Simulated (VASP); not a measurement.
# Ti (Im-3m) in VASP: a series of runs

Runs on Ti. Level: r2SCAN. Tasks: single point.

All numbers are computed with VASP 6.6.1; they aren't measurements. Logs are shortened: lines on timing, memory, paths and dates and some standing lists are left out, and cuts for length are marked.

## (1) The crystal as given

The structure is cubic, space group Im-3m (No. 229). The conventional cell has a = 3.282 Å, b = 3.282 Å, c = 3.282 Å, α = 90.00°, β = 90.00°, γ = 90.00°. Around Ti (site symmetry m-3m) lie 8 Ti at 2.84 Å.

This isn't the form of Ti at room conditions, which is hcp.

## (2) Single point, r2SCAN

The input, POSCAR:

```
Ti
1.0
   -1.6410000000      1.6410000000      1.6410000000
    1.6410000000     -1.6410000000      1.6410000000
    1.6410000000      1.6410000000     -1.6410000000
Ti
1
Direct
    0.0000000000      0.0000000000      0.0000000000
```

The input, INCAR.step1:

```
SYSTEM = Ti
PREC = Accurate
ENCUT = 520
ISMEAR = 0
SIGMA = 0.15
LREAL = .FALSE.
LASPH = .TRUE.
NELM = 60
NBANDS = 12
GGA = PE
ALGO = Normal
EDIFF = 1E-4
LWAVE = .TRUE.
LCHARG = .FALSE.
```

The input, INCAR.step2:

```
SYSTEM = Ti
PREC = Accurate
ENCUT = 520
EDIFF = 1E-7
ISMEAR = 0
SIGMA = 0.15
LREAL = .FALSE.
LASPH = .TRUE.
NELM = 60
ALGO = Normal
ISIF = 2
LWAVE = .FALSE.
LCHARG = .FALSE.
METAGGA = R2SCAN
LMIXTAU = .TRUE.
NBANDS = 12
ISTART = 1
```

The input, KPOINTS:

```
Automatic mesh
0
G
  20 20 20
  0 0 0
```

Potentials or basis: VASP PAW PBE potentials, release 64 (Ti_sv).

Command:

```
cat potpaw_PBE.64/Ti_sv/POTCAR > POTCAR
cp INCAR.step1 INCAR
mpirun -np 1 vasp_std > vasp.out
cp INCAR.step2 INCAR
mpirun -np 1 vasp_std > vasp.out
```

OUTCAR:

```text
SYSTEM = Ti
   PREC = Accurate
   ENCUT = 520
   EDIFF = 1E-7
   ISMEAR = 0
   LREAL = .FALSE.
   LASPH = .TRUE.
   NELM = 60
   ISIF = 2
   METAGGA = R2SCAN
   ISTART = 1

 ion  position               nearest neighbor table
   1  0.000  0.000  0.000-

  LATTYP: Found a body centered cubic cell.
 ALAT       =     3.2820000000

  Lattice vectors:

 A1 = (  -1.6410000000,   1.6410000000,   1.6410000000)
 A2 = (   1.6410000000,  -1.6410000000,   1.6410000000)
 A3 = (   1.6410000000,   1.6410000000,  -1.6410000000)

Analysis of symmetry for initial positions (statically):
=====================================================================
 Subroutine PRICEL returns:
 Original cell was already a primitive cell.

 Routine SETGRP: Setting up the symmetry group for a
 body centered cubic supercell.

 Subroutine GETGRP returns: Found 48 space group operations
 (whereof 48 operations were pure point group operations)
 out of a pool of 48 trial point group operations.

The static configuration has the point symmetry O_h .

Analysis of symmetry for dynamics (positions and initial velocities):
=====================================================================
 Subroutine PRICEL returns:
 Original cell was already a primitive cell.

 Routine SETGRP: Setting up the symmetry group for a
 body centered cubic supercell.

 Subroutine GETGRP returns: Found 48 space group operations
 (whereof 48 operations were pure point group operations)
 out of a pool of 48 trial point group operations.

The dynamic configuration has the point symmetry O_h .

 Subroutine INISYM returns: Found 48 space group operations
 (whereof 48 operations are pure point group operations),
 and found     1 'primitive' translations

----------------------------------------------------------------------------------------

                                     Primitive cell

  volume of cell :      17.6761

  direct lattice vectors                    reciprocal lattice vectors
    -1.641000000  1.641000000  1.641000000     0.000000000  0.304692261  0.304692261
     1.641000000 -1.641000000  1.641000000     0.304692261  0.000000000  0.304692261
     1.641000000  1.641000000 -1.641000000     0.304692261  0.304692261  0.000000000

  length of vectors
     2.842295375  2.842295375  2.842295375     0.430899928  0.430899928  0.430899928

  position of ions in fractional coordinates (direct lattice)
     0.000000000  0.000000000  0.000000000

  ion indices of the primitive-cell ions
   primitive index   ion index
                 1           1

----------------------------------------------------------------------------------------

 KPOINTS: Automatic mesh

Automatic generation of k-mesh.
 Grid dimensions read from file:
 generate k-points for:   20   20   20

 Generating k-lattice:

  Cartesian coordinates                     Fractional coordinates (reciprocal lattice)
     0.000000000  0.015234613  0.015234613     0.050000000  0.000000000  0.000000000
     0.015234613  0.000000000  0.015234613     0.000000000  0.050000000  0.000000000
     0.015234613  0.015234613  0.000000000     0.000000000  0.000000000  0.050000000

  Length of vectors
     0.021544996  0.021544996  0.021544996

  Shift w.r.t. Gamma in fractional coordinates (k-lattice)
     0.000000000  0.000000000  0.000000000

 Subroutine IBZKPT returns following result:
 ===========================================

 Found    256 irreducible k-points:

 Following reciprocal coordinates:
            Coordinates               Weight
  0.000000  0.000000  0.000000      1.000000
  0.050000  0.000000  0.000000     12.000000
  0.100000  0.000000  0.000000     12.000000
  0.150000  0.000000  0.000000     12.000000
  0.200000  0.000000  0.000000     12.000000
  0.250000  0.000000  0.000000     12.000000
[... 16 lines left out ...]
  0.200000  0.100000  0.000000     48.000000
  0.250000  0.100000  0.000000     48.000000
 [... further k-points ...]
   k-points           NKPTS =    256   k-points in BZ     NKDIM =    256   number of bands    NBANDS=     12
   number of dos      NEDOS =    301   number of ions     NIONS =      1
   total plane-waves  NPLWV =  13824
   dimension x,y,z NGX =    24 NGY =   24 NGZ =   24
   dimension x,y,z NGXF=    48 NGYF=   48 NGZF=   48
   ions per type =               1
   NGX,Y,Z   is equivalent  to a cutoff of  14.04, 14.04, 14.04 a.u.
   NGXF,Y,Z  is equivalent  to a cutoff of  28.08, 28.08, 28.08 a.u.
 SYSTEM =  Ti
   PREC   = accura    normal or accurate (medium, high low for compatibility)
   ISTART =      1    job   : 0-new  1-cont  2-samecut
   ICHARG =      0    charge: 1-file 2-atom 10-const
   ISPIN  =      1    spin polarized calculation?
   LNONCOLLINEAR =      F non collinear calculations
   LSORBIT =      F    spin-orbit coupling
   LASPH  =      T    aspherical Exc in radial PAW
   ENCUT  =  520.0 eV  38.22 Ry    6.18 a.u.   5.28  5.28  5.28*2*pi/ulx,y,z
   NELM   =     60;   NELMIN=  2; NELMDL=  0     # of ELM steps
   EDIFF  = 0.1E-06   stopping-criterion for ELM
   LREAL  =      F    real-space projection
   EDIFFG = 0.1E-05   stopping-criterion for IOM
   NSW    =      0    number of steps for IOM
   IBRION =     -1    ionic relax: 0-MD 1-quasi-New 2-CG
   NFREE  =      0    steps in history (QN), initial steepest desc. (CG)
   ISIF   =      2    stress and relaxation
   ISYM   =      2    0-nonsym 1-usesym 2-fastsym
   POTIM  = 0.5000    time-step for ionic-motion
   TEBEG  =    0.0;   TEEND  =   0.0 temperature during run
   PSTRESS=    0.0 pullay stress
   NELECT =      12.0000    total number of electrons
   NUPDOWN=      -1.0000    fix difference up-down
   EMIN   =  10.00;   EMAX   =-10.00  energy-range for DOS
   EFERMI =   0.00;   METHOD = LEGACY
   ISMEAR =     0;   SIGMA  =   0.15  broadening in eV -4-tet -1-fermi 0-gaus
   EFERMI_NEDOS =   21; number of points for ismear=-14 and -15
   IALGO  =     38    algorithm
   IMIX   =      4    mixing-type and parameters
     AMIX     =   0.40;   BMIX     =  1.00
     AMIX_MAG =   1.60;   BMIX_MAG =  1.00
  volume/ion in A,a.u.               =      17.68       119.28
  Fermi-wavevector in a.u.,A,eV,Ry     =   1.438821  2.718977 28.166848  2.070205
  Thomas-Fermi vector in A             =   2.557745
   LORBIT       =      0    0 simple, 1 ext, 2 COOP (PROOUT), +10 PAW based schemes
   METAGGA = R2SCAN    functional components
   LHFCALC =     F    Hartree Fock is set to
   AEXX    =    0.0000 exact exchange contribution
   IVDW    =     0    specifies the selected vdW correction
   LEPSILON=     F    determine dielectric tensor
   LRPA    =     F    only Hartree local field effects (RPA)
 non-spin polarized calculation
 Gauss-broadening in eV      SIGMA  =   0.15
  energy-cutoff  :      520.00
  volume of cell :       17.68
 maximum number of plane-waves:       490
 NGX is ok and might be reduce to    24
   NGX = 11   NGY = 11   NGZ = 11

 number of electron      12.0000001 magnetization

 Free energy of the ion-electron system (eV)
  ---------------------------------------------------
  ext. energy  EPLUGINS =         0.00000000
  ---------------------------------------------------
  free energy    TOTEN  =       -12.82319448 eV

  energy without entropy =      -12.79740611  energy(sigma->0) =      -12.81030030

 E-fermi :   7.9377     XC(G=0): -12.3098

 val. band max:        7.9330609590   @ k =   0.2500   0.1000   0.0500
 cond. band min:       7.9409039204   @ k =  -0.2000   0.3500   0.0500
 fundamental gap:      0.0078429614
 Fermi energy:         7.9377113537

 k-point     1 :       0.0000    0.0000    0.0000
  band No.  band energies     occupation
      1     -51.0135      2.00000
      2     -25.8363      2.00000
      3     -25.8363      2.00000
      4     -25.8362      2.00000
      5       1.6349      2.00000
      6       9.0611      0.00000
      7       9.0611      0.00000
      8       9.0612      0.00000
      9      10.8027      0.00000
     10      10.8027      0.00000
     11      25.9005      0.00000
     12      25.9005      0.00000

 k-point     2 :       0.0500    0.0000    0.0000
  band No.  band energies     occupation
      1     -51.0104      2.00000
      2     -25.8530      2.00000
      3     -25.8414      2.00000
      4     -25.8364      2.00000
      5       1.7226      2.00000
      6       9.0201      0.00000
      7       9.0492      0.00000
      8       9.1235      0.00000
      9      10.7539      0.00000
     10      10.8048      0.00000
     11      25.7434      0.00000
     12      25.8898      0.00000

 k-point     3 :       0.1000    0.0000    0.0000
  band No.  band energies     occupation
      1     -51.0015      2.00000
      2     -25.9014      2.00000
      3     -25.8561      2.00000
      4     -25.8368      2.00000
      5       1.9811      2.00000
      6       8.9031      0.00000
      7       8.9997      0.00000
      8       9.3077      0.00000
      9      10.6366      0.00000
     10      10.8128      0.00000
     11      25.2653      0.00000
     12      25.7979      0.00000
[... 286 lines left out ...]
 k-point    23 :       0.2000    0.1000    0.0000
  band No.  band energies     occupation
      1     -50.9441      2.00000
      2     -26.1902      2.00000
      3     -25.9413      2.00000
      4     -25.8596      2.00000
      5       3.7936      2.00000
      6       8.2321      0.00551
      7       8.3136      0.00039
      8      10.3785      0.00000
      9      10.6996      0.00000
     10      11.0244      0.00000
     11      22.0705      0.00000
     12      23.5094      0.00000

 k-point    24 :       0.2500    0.1000    0.0000
  band No.  band energies     occupation
      1     -50.9253      2.00000
      2     -26.2787      2.00000
      3     -25.9776      2.00000
      4     -25.8613      2.00000
      5       4.4389      2.00000
      6       8.0058      0.52082
      7       8.1380      0.05901
      8      10.4695      0.00000
      9      11.0723      0.00000
     10      11.2343      0.00000
     11      20.6690      0.00000
     12      22.8300      0.00000

 [... further k-points ...]

------------------------ aborting loop because EDIFF is reached ----------------------------------------

  FORCE on cell =-STRESS in cart. coord.  units (eV):
  Direction    XX          YY          ZZ          XY          YZ          ZX
  --------------------------------------------------------------------------------------
  -------------------------------------------------------------------------------------
  Total       -0.2664404     -0.2664404     -0.2664404      0.0000000     -0.0000000      0.0000000
  in kB      -24.1504315    -24.1504315    -24.1504315      0.0000000     -0.0000000      0.0000000
  external PRESSURE =     -24.1504315 kB  Pullay stress =       0.0000000 kB

 VOLUME and BASIS-vectors are now :
 -----------------------------------------------------------------------------
  energy-cutoff  :      520.00
  volume of cell :       17.68
      direct lattice vectors                 reciprocal lattice vectors
    -1.641000000  1.641000000  1.641000000     0.000000000  0.304692261  0.304692261
     1.641000000 -1.641000000  1.641000000     0.304692261  0.000000000  0.304692261
     1.641000000  1.641000000 -1.641000000     0.304692261  0.304692261  0.000000000

 POSITION                                       TOTAL-FORCE (eV/Angst)
 -----------------------------------------------------------------------------------
      0.00000      0.00000      0.00000        -0.000000      0.000000     -0.000000
 -----------------------------------------------------------------------------------
    total drift:                                0.000000      0.000000      0.000000

  FREE ENERGIE OF THE ION-ELECTRON SYSTEM (eV)
  ---------------------------------------------------
  free  energy   TOTEN  =       -12.8231944843 eV

  energy  without entropy=      -12.7974061148  energy(sigma->0) =      -12.81030030
```

It took 3 min on 1 thread of AMD EPYC 9R45 (Zen 5), shared host; peak memory 0.15 GiB.

Results:

```
Free energy            : -12.8232 eV
Pressure               : -2.4 GPa
Band gap on the k mesh : none (metal or under the smearing width)
```

Levels at points of the mesh, in eV from the Fermi level:
```csv
k point,band 4,band 5,band 6,band 7,band 8,band 9
"(0.00, 0.00, 0.00)",-33.77,-6.30,1.12,1.12,1.12,2.86
"(0.50, 0.00, 0.00)",-33.78,-2.54,-0.32,0.91,2.87,3.21
"(0.50, 0.50, 0.50)",-34.22,-2.20,-2.20,4.03,4.03,4.03
```

Caveat: the PAW data sets were made with another functional, which shifts forces and pressure a little.

## (3) Single point, r2SCAN

POSCAR is that of step 2.

The input, INCAR.step1:

```
ALGO = Normal
EDIFF = 1E-4
ENCUT = 520
GGA = PE
ISMEAR = 0
LASPH = True
LCHARG = False
LREAL = False
LWAVE = True
NBANDS = 12
NELM = 60
PREC = Accurate
SIGMA = 0.15
```

The input, INCAR.step2:

```
ALGO = Normal
EDIFF = 1E-6
ENCUT = 520
ISIF = 2
ISMEAR = 0
ISTART = 1
LASPH = True
LCHARG = False
LMIXTAU = True
LREAL = False
LWAVE = False
METAGGA = R2SCAN
NBANDS = 12
NELM = 60
PREC = Accurate
SIGMA = 0.15
```

The input, KPOINTS:

```
k-points
0
Gamma
  22 22 22
```

Potentials or basis: VASP PAW PBE potentials, release 64 (Ti_sv).

Command:

```
cat potpaw_PBE.64/Ti_sv/POTCAR > POTCAR
cp INCAR.step1 INCAR
mpirun -np 1 vasp_std > vasp.out
cp INCAR.step2 INCAR
mpirun -np 1 vasp_std > vasp.out
```

It took 2.9 min on 1 thread of AMD EPYC 9R45 (Zen 5), shared host; peak memory 0.16 GiB.

Results (log left out):

```yaml
Free_energy: -12.8232 eV
Pressure: -2.6 GPa
Band_gap_on_the_k_mesh: none (metal or under the smearing width)
```

Levels at points of the mesh, in eV from the Fermi level:
| k point | band 4 | band 5 | band 6 | band 7 | band 8 | band 9 |
| --- | --- | --- | --- | --- | --- | --- |
| (0.00, 0.00, 0.00) | -33.77 | -6.30 | 1.12 | 1.12 | 1.12 | 2.87 |
| (0.50, 0.00, 0.00) | -33.78 | -2.54 | -0.32 | 0.91 | 2.87 | 3.21 |
| (0.50, 0.50, 0.50) | -34.22 | -2.20 | -2.20 | 4.03 | 4.03 | 4.03 |

Caveat: the PAW data sets were made with another functional, which shifts forces and pressure a little.
